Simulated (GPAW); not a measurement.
Crystal: CoO.

```
CELL_PARAMETERS angstrom
0.00000 2.13150 2.13150
2.13150 0.00000 2.13150
2.13150 2.13150 0.00000
ATOMIC_POSITIONS crystal
Co 0.00000 0.00000 0.00000
O 0.50000 0.50000 0.50000
```

Base run:

```yaml
Program: GPAW 26.7.0
Functional: PBEsol
Potentials_or_basis: PAW data sets generated in the run's folder for this functional
Cutoff: 800 eV
Basis: pw
k_mesh: 11 × 11 × 11
Occupations: fermi-dirac, width 0.05 eV
Spin: collinear spin, ferromagnetic start
Starting_moments: "[2.0, 0.0] μB"
Hubbard_terms: Co d U = 3 eV
```

Its results: pressure -8.0 GPa; net moment 3.00 μB per cell; site moments Co +2.67; O +0.20 μB.

Problem. The run is repeated on the same cell with these changes: hubbard terms from Co d U = 3 eV to Co d U = 4 eV. What comes out?

Solution. Pressure -7.4 GPa; net moment 3.00 μB per cell; site moments Co +2.70; O +0.19 μB.

Caveats: a cell with one magnetic atom can't hold antiferromagnetic order, which such compounds often take.
